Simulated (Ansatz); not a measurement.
The system is Nb.

```
CELL_PARAMETERS angstrom
0.00000 2.11500 2.11500
2.11500 0.00000 2.11500
2.11500 2.11500 0.00000
ATOMIC_POSITIONS crystal
Nb 0.00000 0.00000 0.00000
```

This isn't the form of Nb at room conditions, which is bcc.

```yaml
Program: Ansatz 0.2.0
Task: relaxation of cell and atoms
Functional: PBE
Dispersion: D4
Potentials_or_basis: Ansatz PAW
Cutoff: "420 eV (not typed: the program's choice for these potentials)"
k_mesh: 11 × 11 × 11
Occupations: fermi-dirac, width 0.05 eV
Spin: no spin polarisation
```

At the start: volume 18.92 Å³/atom.

**Question.** How do energy, volume and symmetry change on relaxing?

**Answer.** It ends after 4 steps and the volume is 18.40 Å³/atom (-2.7 %); space group Fm-3m (No. 225, to 0.05 Å).

The path:
| step | energy change (eV) | largest force (eV/Å) | volume (Å³) |
| --- | --- | --- | --- |
| 1 | 0.0000 | 0.0000 | 18.92 |
| 2 | -0.0074 | 0.0000 | 18.45 |
| 3 | -0.0075 | 0.0000 | 18.40 |
| 4 | -0.0074 | 0.0000 | 18.40 |

Final structure:
```yaml
crystal:
  lattice:
    - [0.00000, 2.09553, 2.09553]
    - [2.09553, 0.00000, 2.09553]
    - [2.09553, 2.09553, 0.00000]
  atoms:
    - { symbol: Nb, position: [0.00000, 0.00000, 0.00000] }
```

Caveat: the plane-wave basis is chosen anew once the cell has moved, so the energies of steps on either side of that aren't comparable; pairwise dispersion overbinds metals, which lowers pressure and volume.
